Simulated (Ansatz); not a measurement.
# How much does Al in W(100), 2x2 scatter?, part 2 of 3

How strong a scatterer is Al in W(100), 2x2, and does relaxation matter?

Ansatz 0.2.0; Ansatz plane-wave DFT, PBE, PAW files; ballistic transport by layer matching (Landauer), zero bias; PAW set soft_1 (the session's first sound run).

So far. Step 2 (Transmission at ideal sites): Over the solved energies the transmission per spin lies between 3.09 and 3.38, out of 5.18 channels of the lead on average (up to 5.72). Step 3 (Resistance at ideal sites): Averaged over the energies near the Fermi level, 62.8 % of the channels pass, which makes 0.586 fΩ m².

### 4. Relaxing the neighbours

The neighbours of the defect are let go while the lead's layers stay on their sites, since a lead must repeat to 0.01 Å.

This step: Ansatz plane-wave DFT, PBE, PAW files; relaxation with the lead's layers held; PAW set soft_1 (Ansatz 0.2.0).

File input.yaml:

```yaml
crystal:
  lattice:
    - [6.3296, 0.0, 0.0]
    - [0.0, 6.3296, 0.0]
    - [0.0, 0.0, 28.4832]
  atoms:
    - { symbol: W, position: [0.0, 0.0, 0.0277777778] }
    - { symbol: W, position: [0.0, 0.5, 0.0277777778] }
    - { symbol: W, position: [0.5, 0.0, 0.0277777778] }
    - { symbol: W, position: [0.5, 0.5, 0.0277777778] }
    - { symbol: W, position: [0.25, 0.25, 0.0833333333] }
    - { symbol: W, position: [0.25, 0.75, 0.0833333333] }
    - { symbol: W, position: [0.75, 0.25, 0.0833333333] }
    - { symbol: W, position: [0.75, 0.75, 0.0833333333] }
    - { symbol: W, position: [0.0, 0.0, 0.1388888889] }
    - { symbol: W, position: [0.0, 0.5, 0.1388888889] }
    - { symbol: W, position: [0.5, 0.0, 0.1388888889] }
    - { symbol: W, position: [0.5, 0.5, 0.1388888889] }
    - { symbol: W, position: [0.25, 0.25, 0.1944444444] }
    - { symbol: W, position: [0.25, 0.75, 0.1944444444] }
    - { symbol: W, position: [0.75, 0.25, 0.1944444444] }
    - { symbol: W, position: [0.75, 0.75, 0.1944444444] }
    - { symbol: W, position: [0.0, 0.0, 0.25] }
    - { symbol: W, position: [0.0, 0.5, 0.25] }
    - { symbol: W, position: [0.5, 0.0, 0.25] }
    - { symbol: W, position: [0.5, 0.5, 0.25] }
    - { symbol: W, position: [0.25, 0.25, 0.3055555556] }
    - { symbol: W, position: [0.25, 0.75, 0.3055555556] }
    - { symbol: W, position: [0.75, 0.25, 0.3055555556] }
    - { symbol: W, position: [0.75, 0.75, 0.3055555556] }
    - { symbol: W, position: [0.0, 0.0, 0.3611111111] }
    - { symbol: W, position: [0.0, 0.5, 0.3611111111] }
    - { symbol: W, position: [0.5, 0.0, 0.3611111111] }
    - { symbol: W, position: [0.5, 0.5, 0.3611111111] }
    - { symbol: W, position: [0.25, 0.25, 0.4166666667] }
    - { symbol: W, position: [0.25, 0.75, 0.4166666667] }
    - { symbol: W, position: [0.75, 0.25, 0.4166666667] }
    - { symbol: W, position: [0.75, 0.75, 0.4166666667] }
    - { symbol: W, position: [0.0, 0.0, 0.4722222222] }
    - { symbol: W, position: [0.0, 0.5, 0.4722222222] }
    - { symbol: W, position: [0.5, 0.0, 0.4722222222] }
    - { symbol: W, position: [0.5, 0.5, 0.4722222222] }
    - { symbol: Al, position: [0.25, 0.25, 0.5277777778] }
    - { symbol: W, position: [0.25, 0.75, 0.5277777778] }
    - { symbol: W, position: [0.75, 0.25, 0.5277777778] }
    - { symbol: W, position: [0.75, 0.75, 0.5277777778] }
    - { symbol: W, position: [0.0, 0.0, 0.5833333333] }
    - { symbol: W, position: [0.0, 0.5, 0.5833333333] }
    - { symbol: W, position: [0.5, 0.0, 0.5833333333] }
    - { symbol: W, position: [0.5, 0.5, 0.5833333333] }
    - { symbol: W, position: [0.25, 0.25, 0.6388888889] }
    - { symbol: W, position: [0.25, 0.75, 0.6388888889] }
    - { symbol: W, position: [0.75, 0.25, 0.6388888889] }
    - { symbol: W, position: [0.75, 0.75, 0.6388888889] }
    - { symbol: W, position: [0.0, 0.0, 0.6944444444] }
    - { symbol: W, position: [0.0, 0.5, 0.6944444444] }
    - { symbol: W, position: [0.5, 0.0, 0.6944444444] }
    - { symbol: W, position: [0.5, 0.5, 0.6944444444] }
    - { symbol: W, position: [0.25, 0.25, 0.75] }
    - { symbol: W, position: [0.25, 0.75, 0.75] }
    - { symbol: W, position: [0.75, 0.25, 0.75] }
    - { symbol: W, position: [0.75, 0.75, 0.75] }
    - { symbol: W, position: [0.0, 0.0, 0.8055555556] }
    - { symbol: W, position: [0.0, 0.5, 0.8055555556] }
    - { symbol: W, position: [0.5, 0.0, 0.8055555556] }
    - { symbol: W, position: [0.5, 0.5, 0.8055555556] }
    - { symbol: W, position: [0.25, 0.25, 0.8611111111] }
    - { symbol: W, position: [0.25, 0.75, 0.8611111111] }
    - { symbol: W, position: [0.75, 0.25, 0.8611111111] }
    - { symbol: W, position: [0.75, 0.75, 0.8611111111] }
    - { symbol: W, position: [0.0, 0.0, 0.9166666667] }
    - { symbol: W, position: [0.0, 0.5, 0.9166666667] }
    - { symbol: W, position: [0.5, 0.0, 0.9166666667] }
    - { symbol: W, position: [0.5, 0.5, 0.9166666667] }
    - { symbol: W, position: [0.25, 0.25, 0.9722222222] }
    - { symbol: W, position: [0.25, 0.75, 0.9722222222] }
    - { symbol: W, position: [0.75, 0.25, 0.9722222222] }
    - { symbol: W, position: [0.75, 0.75, 0.9722222222] }
kpoints:
  mp_grid: { grid: [4, 4, 1] }
hamiltonian:
  xc: pbe
  pseudopotentials: { kind: paw, azcp: { folder: soft_1 } }
scf:
  occupations: { method: fermi_dirac, width: 0.1 }
relax:
  f_tol: 0.03
  max_steps: 40
  constraints:
    - { sites: [0, 1, 2, 3, 4, 5, 6, 7, 8, 9, 10, 11, 12, 13, 14, 15, 16, 17, 18, 19, 52, 53, 54, 55, 56, 57, 58, 59, 60, 61, 62, 63, 64, 65, 66, 67, 68, 69, 70, 71] }
```

Run with:

```
> ansatz run input.yaml --threads 4 --pin off --max-ram 15360MiB --backend cpu --events-out ev --progress --plain --runs-dir out
```

Numbers of over 12 decimals in the logs are rounded to 6 here.

The program printed:

```text
Warning: crystal.symmetry: narrowed to the stabiliser of the relax constraints — unitary ops 16 → 8; lowered at sites 20, 21, 22, 23, 52, 53, 54, 55 (the operations that carried what is held of a site onto what its image site leaves free; the constrained walk keeps no symmetry that its constraints do not admit)
[...]
Crystal: 72 atoms, lattice volume = 1141.146 Å³
Basis set: ecut = 420 eV, 22299 PW (Γ), exchange–correlation on 90×90×384 points (8 copies of the dense FFT grid, shifted against one another)
Bands: 599, of which v1, the nominal top of the filled ones, is band 499 counted from 1 (498 counted from 0)
Symmetry: 8 space group operations
k-points: 6 of 16
[...]
SCF iter   1: F=—  HF=-737964.250282 eV  |F-HF|=—  |Δ(HF+E_count)|=         —  Δρ=6.79e-2  dr2=1.39e3  ethr=3.10e-3  ⟨swp⟩=5.7  Hψ=13409  notcnv=0
[...]
SCF iter   8: F=-737937.917490 eV  HF=-737937.917494 eV  |F-HF|=3.06e-6  |Δ(HF+E_count)|=   3.09e-6  Δρ=5.78e-6  dr2=3.23e-6  ethr=2.26e-9  ⟨swp⟩=3.0  Hψ=7922  notcnv=0
SCF 1 converged in 8 iterations: F = -737937.917490 eV  dr2 = 3.23e-6
[...]
relax step   1: F+E_penalty+E_count = -737937.91749045 eV  Δ(F+E_penalty+E_count) = +0.000e0 eV  max|allowed force component| = 6.676e-1 eV/Å  Δτ_max = 0.0000 Å  (8 SCF iters, dr2 threshold 2.25e-5 eV, accepted)
[...]
iter 1 solved again at ethr=7.40e-5 eV; its pass at ethr=3.10e-3 eV (dr2=7.38e-1 eV) is discarded
[...]
SCF iter   6: F=-737937.541278 eV  HF=-737937.541282 eV  |F-HF|=4.21e-6  |Δ(HF+E_count)|=   1.26e-6  Δρ=4.92e-6  dr2=4.35e-6  ethr=2.79e-9  ⟨swp⟩=3.0  Hψ=7892  notcnv=0
SCF 2 converged in 6 iterations: F = -737937.541278 eV  dr2 = 4.35e-6
[...]
relax step   2: F+E_penalty+E_count = -737937.54127789 eV  Δ(F+E_penalty+E_count) = +3.762e-1 eV  max|allowed force component| = 1.347e0 eV/Å  Δτ_max = 0.1547 Å  (6 SCF iters, dr2 threshold 2.79e-5 eV, rejected (line search))
SCF iter   1: F=—  HF=-737938.021108 eV  |F-HF|=—  |Δ(HF+E_count)|=         —  Δρ=4.45e-3  dr2=4.37e-1  ethr=4.11e-4  ⟨swp⟩=7.8  Hψ=10687  notcnv=0  defer=4
[...]
SCF iter   9: F=-737937.971518 eV  HF=-737937.971518 eV  |F-HF|=1.50e-8  |Δ(HF+E_count)|=   5.36e-9  Δρ=1.61e-7  dr2=1.52e-8  ethr=1.00e-11  ⟨swp⟩=2.7  Hψ=7123  notcnv=0
SCF 3 converged in 9 iterations: F = -737937.971518 eV  dr2 = 1.52e-8
relax step   3: F+E_penalty+E_count = -737937.97151798 eV  Δ(F+E_penalty+E_count) = -5.403e-2 eV  max|allowed force component| = 7.334e-2 eV/Å  Δτ_max = 0.0435 Å  (9 SCF iters, accepted)
SCF iter   1: F=—  HF=-737937.971685 eV  |F-HF|=—  |Δ(HF+E_count)|=         —  Δρ=1.71e-4  dr2=8.04e-4  ethr=4.82e-7  ⟨swp⟩=6.8  Hψ=8208  notcnv=0  defer=4
[...]
SCF iter   6: F=-737937.972054 eV  HF=-737937.972054 eV  |F-HF|=2.91e-9  |Δ(HF+E_count)|=   2.21e-9  Δρ=1.79e-7  dr2=2.93e-9  ethr=6.16e-12  ⟨swp⟩=1.8  Hψ=8782  notcnv=0
SCF 4 converged in 6 iterations: F = -737937.972054 eV  dr2 = 2.93e-9
relax step   4: F+E_penalty+E_count = -737937.97205430 eV  Δ(F+E_penalty+E_count) = -5.363e-4 eV  max|allowed force component| = 1.155e-2 eV/Å  Δτ_max = 0.0036 Å  (6 SCF iters, accepted)
SCF converged after 6 iterations
Free energy (F): -737937.972054 eV
[...]
Internal energy: -737936.837844 eV  (E = F + TS)
E sigma→0 (E₀):  -737937.404949 eV
Entropy (-TS):   -1.134210 eV (-15.753 meV/atom)
Fermi energy:    22.185490 eV
[...]
--- Forces (eV/Å), atoms counted from 1 ---
  atom   1  W      0.01418331     0.01418331    -0.00070637
  atom   2  W      0.01418331    -0.01418331    -0.00070637
  atom   3  W     -0.01418331     0.01418331    -0.00070637
  atom   4  W     -0.01418331    -0.01418331    -0.00070637
  atom   5  W     -0.00000000     0.00000000     0.00507820
  atom   6  W      0.00000000     0.00000000    -0.00924549
  atom   7  W     -0.00000000     0.00000000    -0.00924549
  atom   8  W     -0.00000000     0.00000000     0.04798382
  atom   9  W     -0.00193036    -0.00193036    -0.01647318
  atom  10  W     -0.00193036     0.00193036    -0.01647318
  atom  11  W      0.00193036    -0.00193036    -0.01647318
  atom  12  W      0.00193036     0.00193036    -0.01647318
  atom  13  W     -0.00000000     0.00000000     0.08781513
  atom  14  W      0.00000000     0.00000000    -0.00373058
  atom  15  W     -0.00000000     0.00000000    -0.00373058
  atom  16  W      0.00000000     0.00000000     0.10120939
  atom  17  W     -0.00364011    -0.00364011     0.04192603
  atom  18  W     -0.00364011     0.00364011     0.04192603
  atom  19  W      0.00364011    -0.00364011     0.04192603
  atom  20  W      0.00364011     0.00364011     0.04192603
  atom  21  W     -0.00000000     0.00000000     0.01154832
  atom  22  W      0.00000000     0.00000000     0.00477276
  atom  23  W     -0.00000000     0.00000000     0.00477276
  atom  24  W      0.00000000     0.00000000    -0.00139633
  atom  25  W     -0.00217495    -0.00217495    -0.00560319
  atom  26  W     -0.00217495     0.00217495    -0.00560319
  atom  27  W      0.00217495    -0.00217495    -0.00560319
  atom  28  W      0.00217495     0.00217495    -0.00560319
  atom  29  W     -0.00000000     0.00000000     0.00942188
  atom  30  W      0.00000000     0.00000000     0.00783058
  atom  31  W      0.00000000     0.00000000     0.00783058
  atom  32  W      0.00000000     0.00000000     0.00426416
  atom  33  W      0.00436776     0.00436776     0.00272227
  atom  34  W      0.00436776    -0.00436776     0.00272227
  atom  35  W     -0.00436776     0.00436776     0.00272227
  atom  36  W     -0.00436776    -0.00436776     0.00272227
  atom  37  Al    -0.00000000     0.00000000     0.00018487
  atom  38  W      0.00000000     0.00000000     0.00042731
  atom  39  W      0.00000000     0.00000000     0.00042731
  atom  40  W      0.00000000     0.00000000     0.00064368
[...]
atom  61  W      0.00000000     0.00000000    -0.03048660
  atom  62  W      0.00000000     0.00000000     0.02043765
  atom  63  W     -0.00000000     0.00000000     0.02043765
  atom  64  W      0.00000000     0.00000000    -0.05730408
  atom  65  W     -0.00181480    -0.00181480     0.01437770
  atom  66  W     -0.00181480     0.00181480     0.01437770
  atom  67  W      0.00181480    -0.00181480     0.01437770
  atom  68  W      0.00181480     0.00181480     0.01437770
  atom  69  W     -0.00000000     0.00000000     0.00260028
  atom  70  W     -0.00000000     0.00000000     0.00577859
  atom  71  W      0.00000000     0.00000000     0.00577859
  atom  72  W      0.00000000     0.00000000    -0.04074429
  max |Σ_I F_I| component: 3.12e-7 eV/Å
--- Relaxed structure (4 steps of the walk, 3 accepted, 0 SCFs on fresh bases) ---
  F+E_penalty+E_count = -737937.97205430 eV   max|allowed force component| = 1.155e-2 eV/Å
  atoms:
    - { symbol: W, position: [0.0, 0.0, 0.027778] }
    - { symbol: W, position: [0.0, 0.5, 0.027778] }
    - { symbol: W, position: [0.5, 0.0, 0.027778] }
    - { symbol: W, position: [0.5, 0.5, 0.027778] }
    - { symbol: W, position: [0.25, 0.25, 0.083333] }
    - { symbol: W, position: [0.25, 0.75, 0.083333] }
    - { symbol: W, position: [0.75, 0.25, 0.083333] }
    - { symbol: W, position: [0.75, 0.75, 0.083333] }
    - { symbol: W, position: [0.0, 0.0, 0.138889] }
    - { symbol: W, position: [0.0, 0.5, 0.138889] }
    - { symbol: W, position: [0.5, 0.0, 0.138889] }
    - { symbol: W, position: [0.5, 0.5, 0.138889] }
    - { symbol: W, position: [0.25, 0.25, 0.194444] }
    - { symbol: W, position: [0.25, 0.75, 0.194444] }
    - { symbol: W, position: [0.75, 0.25, 0.194444] }
    - { symbol: W, position: [0.75, 0.75, 0.194444] }
    - { symbol: W, position: [0.0, 0.0, 0.250000] }
    - { symbol: W, position: [0.0, 0.5, 0.250000] }
    - { symbol: W, position: [0.5, 0.0, 0.250000] }
    - { symbol: W, position: [0.5, 0.5, 0.250000] }
    - { symbol: W, position: [0.25, 0.25, 0.306161] }
    - { symbol: W, position: [0.25, 0.75, 0.305618] }
    - { symbol: W, position: [0.75, 0.25, 0.305618] }
    - { symbol: W, position: [0.75, 0.75, 0.306002] }
    - { symbol: W, position: [0.000104856, 0.000104856, 0.361246] }
    - { symbol: W, position: [0.000104856, 0.499895, 0.361246] }
    - { symbol: W, position: [0.499895, 0.000104856, 0.361246] }
    - { symbol: W, position: [0.499895, 0.499895, 0.361246] }
    - { symbol: W, position: [0.25, 0.25, 0.418319] }
    - { symbol: W, position: [0.25, 0.75, 0.416787] }
    - { symbol: W, position: [0.75, 0.25, 0.416787] }
    - { symbol: W, position: [0.75, 0.75, 0.416899] }
    - { symbol: W, position: [-0.00143521, -0.00143521, 0.472047] }
    - { symbol: W, position: [-0.00143521, 0.501435, 0.472047] }
    - { symbol: W, position: [0.501435, -0.00143521, 0.472047] }
    - { symbol: W, position: [0.501435, 0.501435, 0.472047] }
    - { symbol: Al, position: [0.25, 0.25, 0.527885] }
    - { symbol: W, position: [0.25, 0.75, 0.527880] }
    - { symbol: W, position: [0.75, 0.25, 0.527880] }
    - { symbol: W, position: [0.75, 0.75, 0.527904] }
    - { symbol: W, position: [-0.00141814, -0.00141814, 0.583729] }
[...]
- { symbol: W, position: [0.25, 0.25, 0.861111] }
    - { symbol: W, position: [0.25, 0.75, 0.861111] }
    - { symbol: W, position: [0.75, 0.25, 0.861111] }
    - { symbol: W, position: [0.75, 0.75, 0.861111] }
    - { symbol: W, position: [0.0, 0.0, 0.916667] }
    - { symbol: W, position: [0.0, 0.5, 0.916667] }
    - { symbol: W, position: [0.5, 0.0, 0.916667] }
    - { symbol: W, position: [0.5, 0.5, 0.916667] }
    - { symbol: W, position: [0.25, 0.25, 0.972222] }
    - { symbol: W, position: [0.25, 0.75, 0.972222] }
    - { symbol: W, position: [0.75, 0.25, 0.972222] }
    - { symbol: W, position: [0.75, 0.75, 0.972222] }
```

Run time: 14 min. Hardware: 4 threads of Arm Neoverse V1, shared host; peak memory 8.8 GiB.

The steps of the relaxation:

| step | energy less that of the first step (eV) | largest force component (eV/Å) |
| --- | --- | --- |
| 1 | 0.0000 | 0.6676 |
| 2 | 0.3762 | 1.3468 |
| 3 | -0.0540 | 0.0733 |
| 4 | -0.0546 | 0.0115 |

Relaxation step 2 was tried and not accepted.

The atoms that moved most (Å):

| atom | dx | dy | dz | length |
| --- | --- | --- | --- | --- |
| W29 | 0.000 | 0.000 | 0.047 | 0.047 |
| W45 | 0.000 | 0.000 | -0.040 | 0.040 |
| W21 | 0.000 | 0.000 | 0.017 | 0.017 |
| W41 | -0.009 | -0.009 | 0.011 | 0.017 |
| W43 | 0.009 | -0.009 | 0.011 | 0.017 |
| W42 | -0.009 | 0.009 | 0.011 | 0.017 |
| W44 | 0.009 | 0.009 | 0.011 | 0.017 |
| W36 | 0.009 | 0.009 | -0.005 | 0.014 |

This step gave:

| Property | Result |
| --- | --- |
| free energy | -737937.9721 eV |
| energy at zero smearing | -737937.4049 eV |
| Fermi energy | 22.19 eV |

The largest force component on a free atom ends at 0.012 eV/Å, under the tolerance of 0.03, after 4 steps.

(Continued in part 3 of 3.)

[Logs are printed without paths, hosts, clocks, repeated set-up lines and the standing remarks that a program may print on its own settings, such as how far it seeks lower states.]

[Hosts, paths, dates, database ids (printed as entryN), source tags and the programs' standing remarks are cut or masked in the printed files.]
